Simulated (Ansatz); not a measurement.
**Hf2Si: a tetragonal deformation path**

Aim: for Hf2Si, look for other minima along a tetragonal path.

Method: DFT r2SCAN, scalar-relativistic, plane waves, PAW, in Ansatz 0.2.0.

2 further runs of the same task are left out: 2 set aside as unsound or not needed.

## Step 1: The starting structure

The structure is tetragonal, space group I4/mcm (No. 140). Conventional cell: a = 6.560 Å, b = 6.560 Å, c = 5.168 Å, α = 90.00°, β = 90.00°, γ = 90.00°. Around Hf (site symmetry m2m) lie 4 Si at 2.79 Å and 3 Hf at 2.90 to 3.11 Å. Si (site symmetry 422) has 2 Si at 2.58 Å and 8 Hf at 2.79 Å as nearest neighbours.

Structure file:

```cif
data_structure
_symmetry_space_group_name_H-M 'P 1'
_symmetry_Int_Tables_number 1
_cell_length_a 5.3095
_cell_length_b 5.3095
_cell_length_c 5.3095
_cell_angle_alpha 103.699
_cell_angle_beta 103.699
_cell_angle_gamma 121.759
_cell_volume 111.18
loop_
_atom_site_label
_atom_site_type_symbol
_atom_site_fract_x
_atom_site_fract_y
_atom_site_fract_z
_atom_site_occupancy
Hf1 Hf 0.84345 0.65655 0.50000 1
Hf2 Hf 0.34345 0.84345 0.18690 1
Hf3 Hf 0.15655 0.34345 0.50000 1
Hf4 Hf 0.65655 0.15655 0.81310 1
Si1 Si 0.75000 0.75000 0.00000 1
Si2 Si 0.25000 0.25000 0.00000 1
```

It goes back to an entry of the Materials Project, which need not be the stable form.

It is the result of an earlier relaxation at this level (volume 18.53 Å³/atom; gap on the mesh: none (metal)).

## Step 2: The reference: the undisturbed cell on the scan's mesh

Input file input.yaml:

```yaml
crystal:
  lattice:
    - [-3.2798038066, 3.2798038066, 2.5838183731]
    - [3.2798038066, -3.2798038066, 2.5838183731]
    - [3.2798038066, 3.2798038066, -2.5838183731]
  atoms:
    - { symbol: Hf, position: [0.8434478117, 0.6565521883, 0.5] }
    - { symbol: Hf, position: [0.3434478117, 0.8434478117, 0.1868956233] }
    - { symbol: Hf, position: [0.1565521883, 0.3434478117, 0.5] }
    - { symbol: Hf, position: [0.6565521883, 0.1565521883, 0.8131043767] }
    - { symbol: Si, position: [0.75, 0.75, 0.0] }
    - { symbol: Si, position: [0.25, 0.25, 0.0] }
basis:
  ecutwfc: 500
kpoints:
  mp_grid: { grid: [14, 14, 14] }
hamiltonian:
  xc: r2scan
scf:
  occupations: { method: gaussian, width: 0.15 }
output:
  forces: true
  stress: true
  eigenvalues: true
  write_density: true
  write_potential: true
  elf: true
  volumetric_format: npy
```

On the command line:

```
$ ansatz run input.yaml --threads 1 --pin off --max-ram 2560MiB --backend cpu --events-out ev --progress --plain --runs-dir out
```

## Step 3: Setting up a tetragonal deformation path

At fixed volume and fractional coordinates, lengths along (0.000, 0.000, 1.000) are scaled against those across it; ρ is that ratio over its starting value.

## Step 4: ρ = 0.850

Input file input.yaml:

```yaml
crystal:
  lattice:
    - [-3.4623812748, 3.4623812748, 2.3185044435]
    - [3.4623812748, -3.4623812748, 2.3185044435]
    - [3.4623812748, 3.4623812748, -2.3185044435]
  atoms:
    - { symbol: Hf, position: [0.8434478117, 0.6565521883, 0.5] }
    - { symbol: Hf, position: [0.3434478117, 0.8434478117, 0.1868956234] }
    - { symbol: Hf, position: [0.1565521883, 0.3434478117, 0.5] }
    - { symbol: Hf, position: [0.6565521883, 0.1565521883, 0.8131043766] }
    - { symbol: Si, position: [0.75, 0.75, 0.0] }
    - { symbol: Si, position: [0.25, 0.25, 0.0] }
basis:
  ecutwfc: 500
kpoints:
  mp_grid: { grid: [14, 14, 14] }
hamiltonian:
  xc: r2scan
scf:
  occupations: { method: gaussian, width: 0.15 }
output:
  forces: true
  stress: true
  eigenvalues: true
```

## Step 5: At ρ = 1.200

Changes to input.yaml since step 4:

```diff
@@ -2,5 +2,5 @@
   lattice:
-    - [-3.4623812748, 3.4623812748, 2.3185044435]
-    - [3.4623812748, -3.4623812748, 2.3185044435]
-    - [3.4623812748, 3.4623812748, -2.3185044435]
+    - [-3.0864135497, 3.0864135497, 2.9177594174]
+    - [3.0864135497, -3.0864135497, 2.9177594174]
+    - [3.0864135497, 3.0864135497, -2.9177594174]
   atoms:
```

## Step 6: Point ρ = 0.920

Changes to input.yaml since step 5:

```diff
@@ -2,5 +2,5 @@
   lattice:
-    - [-3.0864135497, 3.0864135497, 2.9177594174]
-    - [3.0864135497, -3.0864135497, 2.9177594174]
-    - [3.0864135497, 3.0864135497, -2.9177594174]
+    - [-3.3722408876, 3.3722408876, 2.4441087941]
+    - [3.3722408876, -3.3722408876, 2.4441087941]
+    - [3.3722408876, 3.3722408876, -2.4441087941]
   atoms:
```

## Step 7: ρ = 1.100

Changes to input.yaml since step 6:

```diff
@@ -2,5 +2,5 @@
   lattice:
-    - [-3.3722408876, 3.3722408876, 2.4441087941]
-    - [3.3722408876, -3.3722408876, 2.4441087941]
-    - [3.3722408876, 3.3722408876, -2.4441087941]
+    - [-3.1772420659, 3.1772420659, 2.7533226378]
+    - [3.1772420659, -3.1772420659, 2.7533226378]
+    - [3.1772420659, 3.1772420659, -2.7533226378]
   atoms:
```

## Step 8: At ρ = 0.960

Changes to input.yaml since step 7:

```diff
@@ -2,5 +2,5 @@
   lattice:
-    - [-3.1772420659, 3.1772420659, 2.7533226378]
-    - [3.1772420659, -3.1772420659, 2.7533226378]
-    - [3.1772420659, 3.1772420659, -2.7533226378]
+    - [-3.3247382096, 3.3247382096, 2.5144488424]
+    - [3.3247382096, -3.3247382096, 2.5144488424]
+    - [3.3247382096, 3.3247382096, -2.5144488424]
   atoms:
```

## Step 9: At ρ = 1.050

Changes to input.yaml since step 8:

```diff
@@ -2,5 +2,5 @@
   lattice:
-    - [-3.3247382096, 3.3247382096, 2.5144488424]
-    - [3.3247382096, -3.3247382096, 2.5144488424]
-    - [3.3247382096, 3.3247382096, -2.5144488424]
+    - [-3.2268944931, 3.2268944931, 2.6692434241]
+    - [3.2268944931, -3.2268944931, 2.6692434241]
+    - [3.2268944931, 3.2268944931, -2.6692434241]
   atoms:
```

(Steps that only read results are left out.)

Before running it: what results should come out? Wanted: highest point.

**Answer**, as computed:

| quantity | value |
| --- | --- |
| highest point | 229.2 meV/atom at ρ = 0.850 |

What this shows: No sampled point lies below the undisturbed cell. No further minimum shows among the sampled points. Spin-orbit coupling is left out for Hf.
